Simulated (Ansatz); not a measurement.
# Ge: one candidate of a structure search, part 2 of 2

Where does this trial cell of Ge go when cell and atoms are let free?

Ansatz 0.2.0; DFT PBE, scalar-relativistic, plane waves, PAW.

## Step 4: Final relaxation

The end of the coarse run is made exact in the group found at a tolerance of 0.06 Å and reduced to its primitive cell.

input.yaml

```yaml
crystal:
  lattice:
    - [3.6037446668, 2.0806229534, 3.6030163025]
    - [-3.6037446668, 2.0806229534, 3.6030163025]
    - [0.0, -4.1612459069, 3.6030163025]
  atoms:
    - { symbol: Ge, position: [0.4656099135, 0.1170390597, 0.7851831498] }
    - { symbol: Ge, position: [0.7851831498, 0.4656099135, 0.1170390597] }
    - { symbol: Ge, position: [0.1170390597, 0.7851831498, 0.4656099135] }
    - { symbol: Ge, position: [0.5343900865, 0.8829609403, 0.2148168502] }
    - { symbol: Ge, position: [0.2148168502, 0.5343900865, 0.8829609403] }
    - { symbol: Ge, position: [0.8829609403, 0.2148168502, 0.5343900865] }
    - { symbol: Ge, position: [0.0, 0.0, 0.0] }
basis:
  ecutwfc: 420
kpoints:
  mp_grid: { grid: [6, 6, 6] }
hamiltonian:
  xc: pbe
scf:
  occupations: { method: gaussian, width: 0.1 }
output:
  forces: true
  stress: true
  eigenvalues: true
relax:
  adjacent_minimum: "off"
  f_tol: 0.01
  max_steps: 80
  cell: { stress_tol: 0.05 }
```

The run is started by

```
ansatz run input.yaml --threads 1 --pin off --max-ram 2560MiB --backend cpu --events-out ev --progress --plain --runs-dir out
```

What it wrote:

```text
Warning: RAYON_NUM_THREADS=1 ignored (pool sized by the plan → 1); use --threads N
[... 8 set-up lines as earlier in the session ...]
Crystal: 7 atoms, lattice volume = 162.093 Å³
Basis set: ecut = 420 eV, 3151 PW (Γ), exchange–correlation on 80×80×80 points (8 copies of the dense FFT grid, shifted against one another)
Bands: 59, of which v1, the nominal top of the filled ones, is band 49 counted from 1 (48 counted from 0)
[... 1 set-up line as earlier in the session ...]
Space group: R-3 (ITA 148), of the structure as read, at distance tolerance 5.5e-5 Å
k-points: 40 of 216
[... 6 set-up lines as earlier in the session ...]
SCF iter   1: F=—  HF=-30062.188419 eV  |F-HF|=—  |Δ(HF+E_count)|=         —  Δρ=2.07e-3  dr2=1.40e-2  ethr=1.77e-3  ⟨swp⟩=6.7  Hψ=8499  notcnv=0  defer=2
preconditioner: auto → LDOS  [metal: Δε(μ)=0.049 eV  Ē_g=21.782 eV  σ=0.100 eV  W_gap=0.26  n_scr=44 (ndim 8)  ℏωp=28.9 eV  f_vac=0.052  D(μ)=2.74/eV (n_scr^D=20)  β→1.0]
SCF iter   2: F=—  HF=-30062.185519 eV  |F-HF|=—  |Δ(HF+E_count)|=   2.90e-3  Δρ=1.15e-3  dr2=1.77e-3  ethr=1.43e-5  ⟨swp⟩=2.0  Hψ=4686  notcnv=0  defer=2
SCF iter   3: F=—  HF=-30062.184566 eV  |F-HF|=—  |Δ(HF+E_count)|=   9.53e-4  Δρ=3.84e-4  dr2=2.27e-4  ethr=1.81e-6  ⟨swp⟩=2.0  Hψ=4203  notcnv=0  defer=2
SCF iter   4: F=—  HF=-30062.184353 eV  |F-HF|=—  |Δ(HF+E_count)|=   2.13e-4  Δρ=1.16e-4  dr2=3.56e-5  ethr=2.32e-7  ⟨swp⟩=2.0  Hψ=4200  notcnv=0  defer=2
SCF iter   5: F=—  HF=-30062.184370 eV  |F-HF|=—  |Δ(HF+E_count)|=   1.62e-5  Δρ=3.06e-5  dr2=1.44e-6  ethr=3.64e-8  ⟨swp⟩=3.0  Hψ=4132  notcnv=0  defer=2
SCF iter   6: F=-30062.184369 eV  HF=-30062.184369 eV  |F-HF|=2.75e-9  |Δ(HF+E_count)|=   4.38e-7  Δρ=6.41e-6  dr2=9.79e-8  ethr=1.02e-10  ⟨swp⟩=7.3  Hψ=10808  notcnv=0
SCF 1 converged in 6 iterations: F = -30062.184369 eV  dr2 = 9.79e-8
relax step   1: F+E_penalty+E_count = -30062.18436915 eV  Δ(F+E_penalty+E_count) = +0.000e0 eV  max|allowed force component| = 1.392e-1 eV/Å  Δτ_max = 0.0000 Å  P = +0.235 GPa  Ω = 162.093 Å³  (6 SCF iters, dr2 threshold 1.00e-7 eV, accepted)
Crystal: 7 atoms, lattice volume = 158.368 Å³
Basis set: ecut = 420 eV, 3083 PW (Γ), exchange–correlation on 80×80×80 points (8 copies of the dense FFT grid, shifted against one another)
[... 2 set-up lines as earlier in the session ...]
iter 1 solved again at ethr=5.46e-6 eV; its pass at ethr=3.10e-3 eV (dr2=5.35e-3 eV) is discarded
SCF iter   1: F=—  HF=-30062.228280 eV  |F-HF|=—  |Δ(HF+E_count)|=         —  Δρ=2.32e-3  dr2=5.36e-3  ethr=5.46e-6  ⟨swp⟩=1.0  Hψ=12145  notcnv=0
preconditioner: auto → LDOS  [metal: Δε(μ)=0.040 eV  Ē_g=21.785 eV  σ=0.100 eV  W_gap=0.22  n_scr=44 (ndim 8)  ℏωp=29.2 eV  f_vac=0.044  D(μ)=2.46/eV (n_scr^D=12)  β→1.0]
SCF iter   2: F=—  HF=-30062.227716 eV  |F-HF|=—  |Δ(HF+E_count)|=   5.64e-4  Δρ=5.13e-4  dr2=5.27e-4  ethr=5.46e-6  ⟨swp⟩=2.4  Hψ=3419  notcnv=0
SCF iter   3: F=—  HF=-30062.227583 eV  |F-HF|=—  |Δ(HF+E_count)|=   1.33e-4  Δρ=1.77e-4  dr2=7.89e-5  ethr=5.38e-7  ⟨swp⟩=2.0  Hψ=4127  notcnv=0
SCF iter   4: F=—  HF=-30062.227558 eV  |F-HF|=—  |Δ(HF+E_count)|=   2.52e-5  Δρ=4.14e-5  dr2=2.94e-6  ethr=8.05e-8  ⟨swp⟩=3.0  Hψ=4475  notcnv=0
SCF iter   5: F=-30062.227557 eV  HF=-30062.227557 eV  |F-HF|=6.66e-8  |Δ(HF+E_count)|=   5.81e-7  Δρ=1.00e-5  dr2=1.72e-7  ethr=7.14e-10  ⟨swp⟩=5.8  Hψ=8626  notcnv=0
SCF 2 converged in 5 iterations: F = -30062.227557 eV  dr2 = 1.72e-7
relax step   2: F+E_penalty+E_count = -30062.22755721 eV  Δ(F+E_penalty+E_count) = -4.319e-2 eV  max|allowed force component| = 1.178e-1 eV/Å  Δτ_max = 0.0493 Å  P = +0.516 GPa  Ω = 158.368 Å³  energy of the carried Pulay correction = +6.193e-4 eV  (5 SCF iters, dr2 threshold 7.00e-7 eV, accepted)
Crystal: 7 atoms, lattice volume = 153.090 Å³
Basis set: ecut = 420 eV, 2975 PW (Γ), exchange–correlation on 80×80×80 points (8 copies of the dense FFT grid, shifted against one another)
iter 1 solved again at ethr=4.06e-5 eV; its pass at ethr=3.10e-3 eV (dr2=3.98e-2 eV) is discarded
SCF iter   1: F=—  HF=-30062.281322 eV  |F-HF|=—  |Δ(HF+E_count)|=         —  Δρ=6.34e-3  dr2=4.05e-2  ethr=4.06e-5  ⟨swp⟩=1.9  Hψ=10620  notcnv=0
preconditioner: auto → LDOS  [metal: Δε(μ)=0.033 eV  Ē_g=21.752 eV  σ=0.100 eV  W_gap=0.18  n_scr=32 (ndim 8)  ℏωp=29.7 eV  f_vac=0.031  D(μ)=2.49/eV (n_scr^D=12)  β→1.0]
SCF iter   2: F=—  HF=-30062.278296 eV  |F-HF|=—  |Δ(HF+E_count)|=   3.03e-3  Δρ=1.33e-3  dr2=3.14e-3  ethr=4.06e-5  ⟨swp⟩=2.0  Hψ=3091  notcnv=0
SCF iter   3: F=—  HF=-30062.277815 eV  |F-HF|=—  |Δ(HF+E_count)|=   4.80e-4  Δρ=5.01e-4  dr2=5.37e-4  ethr=3.20e-6  ⟨swp⟩=2.0  Hψ=4123  notcnv=0
SCF iter   4: F=—  HF=-30062.277599 eV  |F-HF|=—  |Δ(HF+E_count)|=   2.16e-4  Δρ=1.23e-4  dr2=3.04e-5  ethr=5.48e-7  ⟨swp⟩=2.1  Hψ=2963  notcnv=0
SCF iter   5: F=—  HF=-30062.277593 eV  |F-HF|=—  |Δ(HF+E_count)|=   6.17e-6  Δρ=2.68e-5  dr2=1.77e-6  ethr=3.10e-8  ⟨swp⟩=3.0  Hψ=4137  notcnv=0
SCF iter   6: F=-30062.277593 eV  HF=-30062.277593 eV  |F-HF|=2.06e-8  |Δ(HF+E_count)|=   4.96e-7  Δρ=4.29e-6  dr2=2.90e-8  ethr=7.14e-10  ⟨swp⟩=6.0  Hψ=8518  notcnv=0
SCF 3 converged in 6 iterations: F = -30062.277593 eV  dr2 = 2.90e-8
relax step   3: F+E_penalty+E_count = -30062.27759253 eV  Δ(F+E_penalty+E_count) = -5.004e-2 eV  max|allowed force component| = 4.224e-2 eV/Å  Δτ_max = 0.1322 Å  P = +0.075 GPa  Ω = 153.090 Å³  energy of the carried Pulay correction = +1.522e-3 eV  (6 SCF iters, dr2 threshold 7.00e-7 eV, accepted)
[... 11 lines left out ...]
relax step   4: F+E_penalty+E_count = -30062.24315548 eV  Δ(F+E_penalty+E_count) = +3.444e-2 eV  max|allowed force component| = 1.349e-1 eV/Å  Δτ_max = 0.0888 Å  P = -0.392 GPa  Ω = 155.210 Å³  energy of the carried Pulay correction = +1.156e-3 eV  (6 SCF iters, dr2 threshold 1.14e-7 eV, rejected (line search))
[... 12 lines left out ...]
relax step   5: F+E_penalty+E_count = -30062.27956752 eV  Δ(F+E_penalty+E_count) = -1.975e-3 eV  max|allowed force component| = 2.383e-2 eV/Å  Δτ_max = 0.0147 Å  P = -0.151 GPa  Ω = 153.848 Å³  energy of the carried Pulay correction = +1.390e-3 eV  (8 SCF iters, accepted)
[... 10 lines left out ...]
relax step   6: F+E_penalty+E_count = -30062.27910333 eV  Δ(F+E_penalty+E_count) = +4.642e-4 eV  max|allowed force component| = 3.522e-2 eV/Å  Δτ_max = 0.0164 Å  P = +0.218 GPa  Ω = 152.954 Å³  energy of the carried Pulay correction = +1.546e-3 eV  (5 SCF iters, dr2 threshold 1.02e-7 eV, rejected (line search))
[... 13 lines left out ...]
relax step   7: F+E_penalty+E_count = -30062.28047111 eV  Δ(F+E_penalty+E_count) = -9.036e-4 eV  max|allowed force component| = 2.627e-3 eV/Å  Δτ_max = 0.0045 Å  P = -0.022 GPa  Ω = 153.472 Å³  energy of the carried Pulay correction = +1.455e-3 eV  (8 SCF iters, accepted)
[... 11 lines left out ...]
relax step   8: F+E_penalty+E_count = -30062.28055241 eV  Δ(F+E_penalty+E_count) = -8.130e-5 eV  max|allowed force component| = 2.086e-3 eV/Å  Δτ_max = 0.0012 Å  P = -0.006 GPa  Ω = 153.482 Å³  energy of the carried Pulay correction = +1.454e-3 eV  (6 SCF iters, accepted)
Basis set: ecut = 420 eV, 2933 PW (Γ), exchange–correlation on 72×72×72 points (8 copies of the dense FFT grid, shifted against one another)
Initial wavefunctions: pseudopotential atomic-orbital guess (no wavefunctions were taken with the density)
iter 1 solved again at ethr=9.25e-8 eV; its pass at ethr=3.10e-3 eV (dr2=9.06e-5 eV) is discarded
SCF iter   1: F=—  HF=-30062.278496 eV  |F-HF|=—  |Δ(HF+E_count)|=         —  Δρ=1.74e-4  dr2=1.36e-6  ethr=9.25e-8  ⟨swp⟩=2.1  Hψ=13054  notcnv=0
preconditioner: auto → LDOS  [metal: Δε(μ)=0.066 eV  Ē_g=21.769 eV  σ=0.100 eV  W_gap=0.33  n_scr=32 (ndim 8)  ℏωp=29.7 eV  f_vac=0.029  D(μ)=1.91/eV (n_scr^D=6)  β→1.0]
SCF iter   2: F=—  HF=-30062.279047 eV  |F-HF|=—  |Δ(HF+E_count)|=   5.51e-4  Δρ=3.52e-5  dr2=9.44e-7  ethr=1.39e-9  ⟨swp⟩=2.0  Hψ=4325  notcnv=0
SCF iter   3: F=—  HF=-30062.279044 eV  |F-HF|=—  |Δ(HF+E_count)|=   3.13e-6  Δρ=1.28e-5  dr2=7.66e-8  ethr=9.64e-10  ⟨swp⟩=2.0  Hψ=4322  notcnv=0
SCF iter   4: F=—  HF=-30062.279046 eV  |F-HF|=—  |Δ(HF+E_count)|=   1.37e-6  Δρ=2.49e-6  dr2=2.85e-9  ethr=7.82e-11  ⟨swp⟩=2.0  Hψ=4321  notcnv=0
SCF iter   5: F=—  HF=-30062.279046 eV  |F-HF|=—  |Δ(HF+E_count)|=   6.22e-8  Δρ=2.90e-7  dr2=9.95e-11  ethr=2.91e-12  ⟨swp⟩=2.0  Hψ=4322  notcnv=0
SCF iter   6: F=-30062.279046 eV  HF=-30062.279046 eV  |F-HF|=7.28e-12  |Δ(HF+E_count)|=  5.82e-10  Δρ=4.00e-8  dr2=3.41e-12  ethr=1.00e-12  ⟨swp⟩=4.4  Hψ=7310  notcnv=0
SCF 9 converged in 6 iterations: F = -30062.279046 eV  dr2 = 3.41e-12
relax step   9: F+E_penalty+E_count = -30062.27904565 eV  Δ(F+E_penalty+E_count) = +1.507e-3 eV  max|allowed force component| = 2.073e-3 eV/Å  Δτ_max = 0.0000 Å  P = -0.004 GPa  Ω = 153.482 Å³  stress off target by 1.23e-2 GPa  SCF on the basis re-selected at this cell (its energy is not comparable with the rows above)  (6 SCF iters)
basis re-selected at this cell: Δ(F+E_penalty+E_count) = +1.507e-3 eV, ΔP = +0.001 GPa vs the last step (what re-selecting the basis moved, of the pressure what is left beyond the Pulay correction that the steps carried, after the strain that the cell walked since its last selection, with what the two solves' SCF thresholds leave and, on support functions, any second-order correction that the steps lacked; it is no measure of the basis error at this ecutwfc). The dense FFT grid was sized anew with the basis: this SCF ran on 36×36×36 points, the steps before it on 40×40×40, so part of this shift can come from that change (see relax.cell in the input reference). This SCF's stress stands 1.23e-2 GPa from its target on what of the cell is left free (relax.cell.stress_tol is 5.00e-2 GPa) and its largest allowed force component is 2.07e-3 eV/Å (relax.f_tol is 1.00e-2 eV/Å): within both
SCF converged after 6 iterations
Free energy (F): -30062.279046 eV
Harris-Foulkes:  -30062.279046 eV  (|F-HF|=7.28e-12)
Internal energy: -30062.269482 eV  (E = F + TS)
E sigma→0 (E₀):  -30062.274264 eV
Entropy (-TS):   -0.009563 eV (-1.366 meV/atom)
Fermi energy:    9.005063 eV
--- Per-component energies (eV) ---
  E_band       = -994.630587
  E_kinetic    = 768.597580
  E_local      = -16461.205602  (includes V_loc(G=0)·N_el)
  E_nonlocal   = 2906.797908
  E_hartree    = 7192.609601
  E_xc         = -526.811247
  E_vxc        = -448.361596  (∫ρ·V_xc dr)
  E_paw        = -14114.684012  (= ΣΔE_a)
  E_vpaw       = -2145.680352  (= ΣTr[D̂ρ^β])
  E_aug_tail   = 0.002243  (compensation charges beyond the density's cutoff)
  E_ewald      = -9827.575954
  E_smearing   = -0.009563  (= −TS)
  E_closure    = -0.000000  (closes the sum)
  Σ components = -30062.279046   (vs F -30062.279046, Δ=0.00e0)
--- Forces (eV/Å), atoms counted from 1 ---
  atom   1  Ge     0.00094639     0.00184726    -0.00025684
  atom   2  Ge    -0.00207297    -0.00010404    -0.00025684
  atom   3  Ge     0.00112658    -0.00174322    -0.00025684
  atom   4  Ge    -0.00094639    -0.00184726     0.00025684
  atom   5  Ge     0.00207297     0.00010404     0.00025684
  atom   6  Ge    -0.00112658     0.00174322     0.00025684
  atom   7  Ge     0.00000000     0.00000000    -0.00000000
  max |Σ_I F_I| component: 6.94e-18 eV/Å
--- Stress (GPa, compression-positive) ---
       -0.000340       0.000000      -0.000000
       -0.000000      -0.000340       0.000000
       -0.000000       0.000000      -0.012275
  P = ⅓ Tr σ = -0.0043 GPa (-0.043 kbar)
--- Band table (eV; the first three rows and the last of 40) ---
  k-point 0: bands = ["-15.9669", "-15.9669", "-15.9550", "-15.9420", "-15.9420", "-15.7445", "-15.7337", "-15.7337", "-15.7309", "-15.7192", "-15.7192", "-15.7114", "-15.6991", "-15.6991", "-15.6766", "-15.6766", "-15.6752", "-15.6719", "-15.6636", "-15.6566", "-15.6566", "-15.6545", "-15.6429", "-15.6429", "-15.6296", "-15.6213", "-15.6213", "-15.6204", "-15.6204", "-15.6041", "-15.6041", "-15.5785", "-15.5785", "-15.5731", "-15.5585", "-3.5893", "0.7985", "0.7985", "0.8935", "0.8935", "1.7549", "4.5330", "5.5074", "5.9230", "5.9230", "6.5676", "6.5676", "7.4795", "7.7141", "7.7141", "9.8158", "9.8326", "9.8326", "10.0124", "11.8997", "12.2581", "13.8261", "13.8261", "13.9195"]
  k-point 1: bands = ["-15.9673", "-15.9668", "-15.9551", "-15.9429", "-15.9421", "-15.7446", "-15.7362", "-15.7349", "-15.7327", "-15.7206", "-15.7162", "-15.7067", "-15.7002", "-15.6981", "-15.6836", "-15.6768", "-15.6738", "-15.6705", "-15.6662", "-15.6611", "-15.6569", "-15.6548", "-15.6402", "-15.6374", "-15.6321", "-15.6256", "-15.6215", "-15.6173", "-15.6155", "-15.6056", "-15.6013", "-15.5795", "-15.5760", "-15.5726", "-15.5584", "-3.4585", "-0.2374", "0.7084", "1.1982", "1.3864", "2.0767", "4.7245", "4.8736", "5.3059", "5.7761", "6.6057", "7.3725", "7.4112", "7.7342", "8.1511", "9.7023", "9.7625", "10.3299", "10.4832", "12.0849", "12.4888", "12.7116", "13.0147", "13.7340"]
  k-point 2: bands = ["-15.9680", "-15.9664", "-15.9555", "-15.9446", "-15.9422", "-15.7448", "-15.7390", "-15.7378", "-15.7321", "-15.7235", "-15.7136", "-15.7040", "-15.6987", "-15.6947", "-15.6879", "-15.6785", "-15.6781", "-15.6739", "-15.6704", "-15.6620", "-15.6566", "-15.6527", "-15.6422", "-15.6340", "-15.6322", "-15.6263", "-15.6177", "-15.6163", "-15.6124", "-15.6040", "-15.5958", "-15.5811", "-15.5748", "-15.5696", "-15.5587", "-3.0825", "-1.3090", "0.7300", "1.6336", "1.7908", "2.2234", "3.7328", "4.2815", "5.4783", "6.2941", "6.6456", "7.0378", "7.3365", "8.3602", "9.3031", "9.7430", "10.0020", "10.4804", "11.1236", "11.8301", "11.9812", "12.4701", "13.1048", "13.6158"]
  k-point 39: bands = ["-15.9688", "-15.9688", "-15.9564", "-15.9468", "-15.9468", "-15.7498", "-15.7498", "-15.7439", "-15.7354", "-15.7145", "-15.7145", "-15.7127", "-15.7127", "-15.7024", "-15.7024", "-15.6870", "-15.6739", "-15.6583", "-15.6512", "-15.6479", "-15.6479", "-15.6454", "-15.6454", "-15.6368", "-15.6343", "-15.6263", "-15.6263", "-15.6163", "-15.6163", "-15.5928", "-15.5928", "-15.5680", "-15.5680", "-15.5679", "-15.5567", "-1.0925", "-0.7365", "-0.0210", "-0.0210", "0.0390", "0.0390", "2.3822", "4.6766", "8.4655", "8.4655", "8.8583", "9.1022", "9.1022", "9.5896", "9.5896", "9.7967", "10.4080", "11.1357", "11.6259", "11.6259", "11.8173", "11.8173", "13.0445", "13.0445"]
--- Relaxed structure (8 steps of the walk, 6 accepted, 1 SCFs on fresh bases) ---
  F+E_penalty+E_count = -30062.27904565 eV   max|allowed force component| = 2.073e-3 eV/Å   (the final SCF, on the basis selected at the relaxed cell)
  cell:  # Å, volume = 153.4818 Å³
    - [3.6100350808942, 2.084254725722533, 3.3997210951157575]
    - [-3.6100350808942, 2.084254725722533, 3.3997210951157575]
    - [5.180063579950355e-19, -4.168509451492243, 3.3997210950868335]
  atoms:
    - { symbol: Ge, position: [0.4705139260064706, 0.09996258234304467, 0.7598974733202243] }
    - { symbol: Ge, position: [0.7598974733202242, 0.4705139260064706, 0.09996258234304473] }
    - { symbol: Ge, position: [0.09996258234304473, 0.7598974733202242, 0.47051392600647063] }
    - { symbol: Ge, position: [0.5294860739935295, 0.9000374176569554, 0.24010252667977589] }
    - { symbol: Ge, position: [0.24010252667977577, 0.5294860739935294, 0.9000374176569553] }
    - { symbol: Ge, position: [0.9000374176569554, 0.24010252667977594, 0.5294860739935296] }
    - { symbol: Ge, position: [2.9580911216700476e-19, 7.062603710918372e-19, -4.518246470064746e-19] }
```

Run time: 1.7 min. Hardware: 1 thread of Intel Xeon Platinum 8559C (Emerald Rapids), shared host; peak memory 0.64 GiB.

Relaxation path:

| step | energy from step 1 (eV/cell) | largest force component (eV/Å) | pressure (GPa) | volume (Å³) |
| --- | --- | --- | --- | --- |
| 1 | 0.0000 | 0.1392 | 0.24 | 162.09 |
| 2 | -0.0432 | 0.1178 | 0.52 | 158.37 |
| 3 | -0.0932 | 0.0422 | 0.07 | 153.09 |
| 4 | -0.0588 | 0.1349 | -0.39 | 155.21 |
| 5 | -0.0952 | 0.0238 | -0.15 | 153.85 |
| 6 | -0.0947 | 0.0352 | 0.22 | 152.95 |
| 7 | -0.0961 | 0.0026 | -0.02 | 153.47 |
| 8 | -0.0962 | 0.0021 | -0.01 | 153.48 |
| 9 | -0.0947 | 0.0021 | 0.00 | 153.48 |

Step 1 is the start. Step 9 repeats the geometry before it on a plane-wave basis chosen anew for that cell, so its energy need not be comparable with the rows above. Steps 4, 6 were tried and not accepted.

Lengths and angles in the start's conventional setting:

|  | before | after | change |
| --- | --- | --- | --- |
| a (Å) | 7.207 | 7.220 | +0.2 % |
| b (Å) | 7.207 | 7.220 | +0.2 % |
| c (Å) | 10.809 | 10.199 | -5.6 % |
| volume (Å³/atom) | 23.16 | 21.93 | -5.3 % |
| shortest distance (Å) | 2.577 | 2.652 | +2.9 % |
| space group (0.01 Å) | R-3 | R-3 | same |

Forces and stress were held to the start's 6 operations: a distortion of lower symmetry was not tested.

## Step 5: Variant: pseudopotentials.kind nc, preconditioner kerker_dos

input.yaml

```yaml
crystal:
  lattice:
    - [3.6100350809, 2.0842547257, 3.3997210951]
    - [-3.6100350809, 2.0842547257, 3.3997210951]
    - [0.0, -4.1685094515, 3.3997210951]
  atoms:
    - { symbol: Ge, position: [0.470513926, 0.0999625823, 0.7598974733] }
    - { symbol: Ge, position: [0.7598974733, 0.470513926, 0.0999625823] }
    - { symbol: Ge, position: [0.0999625823, 0.7598974733, 0.470513926] }
    - { symbol: Ge, position: [0.529486074, 0.9000374177, 0.2401025267] }
    - { symbol: Ge, position: [0.2401025267, 0.529486074, 0.9000374177] }
    - { symbol: Ge, position: [0.9000374177, 0.2401025267, 0.529486074] }
    - { symbol: Ge, position: [0.0, 0.0, 0.0] }
basis:
  ecutwfc: 420
kpoints:
  mp_grid: { grid: [6, 6, 6] }
hamiltonian:
  xc: pbe
  pseudopotentials: { kind: nc }
scf:
  occupations: { method: gaussian, width: 0.1 }
  mixing: { preconditioner: kerker_dos }
output:
  forces: true
  eigenvalues: true
  stress: true
```

The run is started by

```
ansatz run input.yaml --threads 1 --pin off --max-ram 2560MiB --backend cpu --events-out ev --progress --plain --runs-dir out
```

What it wrote, cut to the lines that bear on the results:

```text
Warning: basis.ecutwfc = 420 eV is below the records' recommended 1061.244064 eV, and the density's cutoff is lower with it unless basis.ecutrho_ratio is high enough to keep the records' density cutoff: compare with a run at a higher cutoff
Warning: RAYON_NUM_THREADS=1 ignored (pool sized by the plan → 1); use --threads N
[...]
Pseudopotentials: kind: nc
Pseudopotential: Ge, nc, valence charge 14, recommended cutoff 1061.244064 eV (normal), Ge.nc.azcp
[... 1 set-up line as earlier in the session ...]
[...]
Crystal: 7 atoms, lattice volume = 153.482 Å³
Basis set: ecut = 420 eV, 2933 PW (Γ), exchange–correlation on 72×72×72 points (8 copies of the dense FFT grid, shifted against one another)
Bands: 59, of which v1, the nominal top of the filled ones, is band 49 counted from 1 (48 counted from 0)
[... 1 set-up line as earlier in the session ...]
Space group: R-3 (ITA 148), of the structure as read, at distance tolerance 5.4e-5 Å
k-points: 40 of 216
[...]
SCF iter   1: F=—  HF=-16343.601930 eV  |F-HF|=—  |Δ(HF+E_count)|=         —  Δρ=7.65e-1  dr2=2.43e2  ethr=3.10e-3  ⟨swp⟩=5.2  Hψ=9307  notcnv=0
[...]
SCF iter  10: F=-16209.399248 eV  HF=-16209.399248 eV  |F-HF|=7.85e-9  |Δ(HF+E_count)|=   5.37e-8  Δρ=3.33e-6  dr2=1.36e-8  ethr=1.02e-10  ⟨swp⟩=11.1  Hψ=9678  notcnv=0
[...]
SCF converged after 10 iterations
Free energy (F): -16209.399248 eV
[...]
E sigma→0 (E₀):  -16209.393012 eV
Entropy (-TS):   -0.012471 eV (-1.782 meV/atom)
Fermi energy:    9.994045 eV
[...]
--- Forces (eV/Å), atoms counted from 1 ---
  atom   1  Ge     0.25373982    -0.18089537    -0.33841088
  atom   2  Ge     0.02979008     0.31019282    -0.33841088
  atom   3  Ge    -0.28352990    -0.12929745    -0.33841088
  atom   4  Ge    -0.25373982     0.18089537     0.33841088
  atom   5  Ge    -0.02979008    -0.31019282     0.33841088
  atom   6  Ge     0.28352990     0.12929745     0.33841088
  atom   7  Ge     0.00000000     0.00000000     0.00000000
[...]
--- Stress (GPa, compression-positive) ---
       -6.658999       0.000000      -0.000000
       -0.000000      -6.658999       0.000000
       -0.000000       0.000000      -8.184655
  P = ⅓ Tr σ = -7.1676 GPa (-71.676 kbar)
--- Band table (eV; the first three rows and the last of 40) ---
[...]
```

Run time: 10 s. Hardware: 1 thread of Intel Xeon Platinum 8559C (Emerald Rapids), shared host; peak memory 0.47 GiB.

| run | ending | energy change | pressure (GPa) | gap (eV) | force (eV/Å) | cycles | time |
| --- | --- | --- | --- | --- | --- | --- | --- |
| step 4 | converged | - | 0.0 | 0.00 | 0.00 | - | 1.7 min |
| variant | converged | not comparable | -7.2 | 0.00 | 0.46 | 10 | 10 s |

A change of potentials puts the total energy on another scale; the pressure goes from 0.0 to -7.2 GPa and the largest force goes from 0.00 to 0.46 eV/Å. The cutoff is far under what these potentials recommend, so these values carry a basis error that can be large.

## Step 6: Summary of results

What follows sums up all 2 parts. Changes of volume or cell count from the first structure of part 1.

| quantity | value |
| --- | --- |
| symmetry at the end (tolerance 0.05 Å) | space group R-3 (No. 148) |
| conventional cell | a = 7.220 Å, b = 7.220 Å, c = 10.199 Å, α = 90.00°, β = 90.00°, γ = 120.00° |
| volume | 21.93 Å³/atom |
| energy over the standard state | +0.37 eV/atom |
| gap on the mesh | none (metal) |

In words: The space group R-3 (No. 148) is kept, and the volume per atom grows by 9.4 % from the first guess. It lies above the element's standard state, so it is metastable at best. No finished test with a distortion of lower symmetry is shown, so the end may be a saddle point.
